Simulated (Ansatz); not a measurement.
W:

```
CELL_PARAMETERS angstrom
5.08300 0.00000 0.00000
0.00000 5.08300 0.00000
0.00000 0.00000 5.08300
ATOMIC_POSITIONS crystal
W 0.50000 0.25000 0.00000
W 0.50000 0.75000 0.00000
W 0.75000 0.00000 0.50000
W 0.25000 0.00000 0.50000
W 0.00000 0.50000 0.75000
W 0.00000 0.50000 0.25000
W 0.50000 0.50000 0.50000
W 0.00000 0.00000 0.00000
```

This isn't the form of W at room conditions, which is bcc.

| Item | Value |
| --- | --- |
| Program | Ansatz 0.2.0 |
| Task | relaxation of cell and atoms |
| Functional | PBEsol |
| Dispersion | D4 |
| Potentials or basis | Ansatz PAW |
| Cutoff | 420 eV (not typed: the program's choice for these potentials) |
| k mesh | 5 × 5 × 5 |
| Occupations | fermi-dirac, width 0.05 eV |
| Spin | no spin polarisation |

At the start: volume 16.42 Å³/atom.

Question: Where does the relaxation end?

Answer: It ends after 4 steps and the volume is 15.73 Å³/atom (-4.2 %); space group Pm-3n (No. 223, to 0.05 Å).

Step by step:
| step | energy change (eV) | largest force (eV/Å) | volume (Å³) |
| --- | --- | --- | --- |
| 1 | 0.0000 | 0.0000 | 131.33 |
| 2 | -0.2236 | 0.0000 | 126.71 |
| 3 | -0.2301 | 0.0000 | 125.83 |
| 4 | -0.2280 | 0.0000 | 125.83 |

Final structure:
```yaml
crystal:
  lattice:
    - [5.01104, 0.00000, 0.00000]
    - [0.00000, 5.01104, 0.00000]
    - [0.00000, 0.00000, 5.01104]
  atoms:
    - { symbol: W, position: [0.50000, 0.25000, 0.00000] }
    - { symbol: W, position: [0.50000, 0.75000, 0.00000] }
    - { symbol: W, position: [0.75000, 0.00000, 0.50000] }
    - { symbol: W, position: [0.25000, 0.00000, 0.50000] }
    - { symbol: W, position: [0.00000, 0.50000, 0.75000] }
    - { symbol: W, position: [0.00000, 0.50000, 0.25000] }
    - { symbol: W, position: [0.50000, 0.50000, 0.50000] }
    - { symbol: W, position: [0.00000, 0.00000, 0.00000] }
```

Caveat: the plane-wave basis is chosen anew once the cell has moved, so the energies of steps on either side of that aren't comparable; pairwise dispersion overbinds metals, which lowers pressure and volume; the PAW data sets come from PBE, with cores solved anew for the run's functional, which leaves a small shift of forces and pressure.
